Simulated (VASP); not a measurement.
# CdO (Fm-3m) in VASP: notebook

Runs on CdO. Level: PBE. Tasks: relaxation of cell and atoms.

Everything below comes from runs of VASP 6.6.1. Logs are shortened: lines on timing, memory, paths and dates and some standing lists are left out, and cuts for length are marked.

**1. The structure**

The structure is cubic, space group Fm-3m (No. 225). The conventional cell has a = 4.699 Å, b = 4.699 Å, c = 4.699 Å, α = 90.00°, β = 90.00°, γ = 90.00°. Cd (site symmetry m-3m) is surrounded by 6 O at 2.35 Å. O (site symmetry m-3m) has 6 Cd at 2.35 Å as nearest neighbours.

**2. Relaxation of cell and atoms, PBE**

The input, INCAR:

```
ALGO = Normal ; AMIX = 0.2
EDIFF = 1E-7 ; EDIFFG = -0.002
ENCUT = 520 ; GGA = PE
IBRION = 2 ; ISIF = 3
ISMEAR = 0 ; LASPH = True
LCHARG = False ; LREAL = False
LWAVE = False ; NELM = 100
NSW = 80 ; PREC = Accurate
SIGMA = 0.02
```

The input, KPOINTS:

```
k-points
0
Gamma
  12 12 12
```

The input, POSCAR:

```
CdO
1.0
    0.0000000000      2.3495000000      2.3495000000
    2.3495000000      0.0000000000      2.3495000000
    2.3495000000      2.3495000000      0.0000000000
Cd O
1 1
Direct
    0.0000000000      0.0000000000      0.0000000000
    0.5000000000      0.5000000000      0.5000000000
```

Potentials or basis: VASP PAW PBE potentials, release 64 (Cd, O).

The run is started by

```bash
$ cat potpaw_PBE.64/Cd/POTCAR potpaw_PBE.64/O/POTCAR > POTCAR
$ mpirun -np 1 vasp_std > vasp.out
```

OUTCAR:

```text
AMIX = 0.2
   EDIFF = 1E-7
   EDIFFG = -0.002
   ENCUT = 520
   GGA = PE
   IBRION = 2
   ISIF = 3
   ISMEAR = 0
   LASPH = True
   LREAL = False
   NELM = 100
   NSW = 80
   PREC = Accurate

 ion  position               nearest neighbor table
   1  0.000  0.000  0.000-   2 2.35   2 2.35   2 2.35   2 2.35   2 2.35   2 2.35
   2  0.500  0.500  0.500-   1 2.35   1 2.35   1 2.35   1 2.35   1 2.35   1 2.35

  LATTYP: Found a face centered cubic cell.
 ALAT       =     4.6990000000

  Lattice vectors:

 A1 = (   0.0000000000,   2.3495000000,   2.3495000000)
 A2 = (   2.3495000000,   0.0000000000,   2.3495000000)
 A3 = (   2.3495000000,   2.3495000000,   0.0000000000)

Analysis of symmetry for initial positions (statically):
=====================================================================
 Subroutine PRICEL returns:
 Original cell was already a primitive cell.

 Routine SETGRP: Setting up the symmetry group for a
 face centered cubic supercell.

 Subroutine GETGRP returns: Found 48 space group operations
 (whereof 48 operations were pure point group operations)
 out of a pool of 48 trial point group operations.

The static configuration has the point symmetry O_h .

Analysis of symmetry for dynamics (positions and initial velocities):
=====================================================================
 Subroutine PRICEL returns:
 Original cell was already a primitive cell.

 Routine SETGRP: Setting up the symmetry group for a
 face centered cubic supercell.

 Subroutine GETGRP returns: Found 48 space group operations
 (whereof 48 operations were pure point group operations)
 out of a pool of 48 trial point group operations.

The dynamic configuration has the point symmetry O_h .

 Subroutine INISYM returns: Found 48 space group operations
 (whereof 48 operations are pure point group operations),
 and found     1 'primitive' translations

----------------------------------------------------------------------------------------

                                     Primitive cell

  volume of cell :      25.9392

  direct lattice vectors                    reciprocal lattice vectors
     0.000000000  2.349500000  2.349500000    -0.212811236  0.212811236  0.212811236
     2.349500000  0.000000000  2.349500000     0.212811236 -0.212811236  0.212811236
     2.349500000  2.349500000  0.000000000     0.212811236  0.212811236 -0.212811236

  length of vectors
     3.322694765  3.322694765  3.322694765     0.368599874  0.368599874  0.368599874

  position of ions in fractional coordinates (direct lattice)
     0.000000000  0.000000000  0.000000000
     0.500000000  0.500000000  0.500000000

[... 102 lines left out ...]
   LHFCALC =     F    Hartree Fock is set to
   AEXX    =    0.0000 exact exchange contribution
   IVDW    =     0    specifies the selected vdW correction
   LEPSILON=     F    determine dielectric tensor
   LRPA    =     F    only Hartree local field effects (RPA)
 conjugate gradient relaxation of ions
 non-spin polarized calculation
 Gauss-broadening in eV      SIGMA  =   0.02
  energy-cutoff  :      520.00
  volume of cell :       25.94
 maximum number of plane-waves:       725
 NGX is ok and might be reduce to    28
   NGX = 13   NGY = 13   NGZ = 13

--------------------------------------- Ionic step        1  -------------------------------------------

 number of electron      18.0000002 magnetization

 Free energy of the ion-electron system (eV)
  ---------------------------------------------------
  ext. energy  EPLUGINS =         0.00000000
  ---------------------------------------------------
  free energy    TOTEN  =        -7.69618117 eV

  energy without entropy =       -7.69615342  energy(sigma->0) =       -7.69616730

------------------------ aborting loop because EDIFF is reached ----------------------------------------

  FORCE on cell =-STRESS in cart. coord.  units (eV):
  Direction    XX          YY          ZZ          XY          YZ          ZX
  --------------------------------------------------------------------------------------
  -------------------------------------------------------------------------------------
  Total        1.2277042      1.2277042      1.2277042      0.0000000     -0.0000000     -0.0000000
  in kB       75.8312107     75.8312107     75.8312107      0.0000000     -0.0000000     -0.0000000
  external PRESSURE =      75.8312107 kB  Pullay stress =       0.0000000 kB
[... 59 lines left out ...]
--------------------------------------- Ionic step        3  -------------------------------------------

 number of electron      17.9999995 magnetization

 Free energy of the ion-electron system (eV)
  ---------------------------------------------------
  ext. energy  EPLUGINS =         0.00000000
  ---------------------------------------------------
  free energy    TOTEN  =        -7.72768079 eV

  energy without entropy =       -7.72765251  energy(sigma->0) =       -7.72766665

 E-fermi :   1.5747     XC(G=0): -11.4047

 val. band max:        1.5581339363   @ k =   0.5000   0.0000   0.0000
 cond. band min:       1.8761372932   @ k =   0.0833   0.0000   0.0000
 fundamental gap:      0.3180033569
 Fermi energy:         1.5747417771

 k-point     1 :       0.0000    0.0000    0.0000
  band No.  band energies     occupation
      1     -15.4367      2.00000
      2      -5.0631      2.00000
      3      -5.0631      2.00000
      4      -5.0631      2.00000
      5      -4.7897      2.00000
      6      -4.7897      2.00000
      7       0.4191      2.00000
      8       0.4191      2.00000
      9       0.4191      2.00000
     10       1.0327      2.00000
     11      16.4626      0.00000
     12      18.2281      0.00000
     13      18.2281      0.00000
[... 354 lines left out ...]
  band No.  band energies     occupation
      1     -14.7537      2.00000
      2      -5.6379      2.00000
      3      -5.4291      2.00000
      4      -5.3419      2.00000
      5      -4.5985      2.00000
      6      -4.5759      2.00000
      7      -1.9937      2.00000
      8       0.4523      2.00000
      9       1.3310      2.00000
     10       7.1387      0.00000
     11       8.2051      0.00000
     12      11.6596      0.00000
     13      13.5748      0.00000

 [... further k-points ...]

------------------------ aborting loop because EDIFF is reached ----------------------------------------

  FORCE on cell =-STRESS in cart. coord.  units (eV):
  Direction    XX          YY          ZZ          XY          YZ          ZX
  --------------------------------------------------------------------------------------
  -------------------------------------------------------------------------------------
  Total       -0.0015182     -0.0015182     -0.0015182      0.0000000      0.0000000     -0.0000000
  in kB       -0.0889749     -0.0889749     -0.0889749      0.0000000      0.0000000     -0.0000000
  external PRESSURE =      -0.0889749 kB  Pullay stress =       0.0000000 kB
[... 17 lines left out ...]
  FREE ENERGIE OF THE ION-ELECTRON SYSTEM (eV)
  ---------------------------------------------------
  free  energy   TOTEN  =        -7.7276807875 eV

  energy  without entropy=       -7.7276525113  energy(sigma->0) =       -7.72766665

 reached required accuracy - stopping structural energy minimisation
```

OSZICAR:

```text
N       E                     dE             d eps       ncg     rms          rms(c)
DAV:   1     0.117728751230E+03    0.11773E+03   -0.10871E+04  1992   0.143E+03
DAV:   2    -0.527057431466E+01   -0.12300E+03   -0.11471E+03  2122   0.334E+02
DAV:   3    -0.949427642377E+01   -0.42237E+01   -0.42119E+01  2057   0.684E+01
[... 34 lines left out ...]
DAV:   6    -0.772766607860E+01    0.18788E-03   -0.16095E-04  2025   0.193E-01    0.332E-02
DAV:   7    -0.772768110648E+01   -0.15028E-04   -0.41241E-05  2082   0.743E-02    0.394E-02
DAV:   8    -0.772768057784E+01    0.52864E-06   -0.39041E-06  1887   0.245E-02    0.192E-03
DAV:   9    -0.772768089369E+01   -0.31586E-06   -0.10334E-07  1351   0.442E-03    0.297E-03
DAV:  10    -0.772768079093E+01    0.10277E-06   -0.99798E-09   936   0.127E-03    0.623E-04
DAV:  11    -0.772768078752E+01    0.34120E-08   -0.82875E-09   936   0.938E-04
   3 F= -.77276808E+01 E0= -.77276666E+01  d E =-.314996E-01
```

Wall time 64 s (1 thread of Intel Xeon Platinum 8375C at 2.90GHz (Ice Lake), shared host); peak memory 0.18 GiB.

What came out:

```
Free energy                            : -7.7277 eV
Relaxed volume                         : 13.67 Å³/atom
Relaxed cell                           : a = 3.381 Å, b = 3.381 Å, c = 3.381 Å, α = 60.00°, β = 60.00°, γ = 60.00°
Space group after relaxing (to 0.05 Å) : Fm-3m (No. 225)
Energy gained by relaxing              : 15.7 meV/atom
Ionic steps                            : 3
Pressure after relaxing                : 0.0 GPa
Band gap on the k mesh                 : none (metal or under the smearing width)
```

Step by step:
| step | energy change (eV) | largest force (eV/Å) | pressure (GPa) | volume (Å³) |
| --- | --- | --- | --- | --- |
| 1 | 0.0000 | 0.0000 | 7.58 | 25.94 |
| 2 | -0.0184 | 0.0000 | -4.17 | 28.31 |
| 3 | -0.0315 | 0.0000 | -0.01 | 27.34 |

Final structure:
```
CELL_PARAMETERS angstrom
0.00000 2.39102 2.39102
2.39102 0.00000 2.39102
2.39102 2.39102 0.00000
ATOMIC_POSITIONS crystal
Cd 0.00000 0.00000 0.00000
O 0.50000 0.50000 0.50000
```

Levels at points of the mesh, in eV from the Fermi level:
```tsv
k point	band 7	band 8	band 9	band 10	band 11	band 12
(0.00, 0.00, 0.00)	-1.16	-1.16	-1.16	-0.54	14.89	16.65
(0.50, 0.00, 0.00)	-3.70	-0.02	-0.02	4.40	6.93	11.67
(0.50, 0.50, 0.00)	-3.98	-2.07	-2.07	3.65	8.32	11.02
```

Caveat: this crystal is a semiconductor, whose small gap the functional closes, so the metal is an error of the method. Zero-point motion and thermal expansion aren't in these numbers.

(Continued in part 2 of 2.)
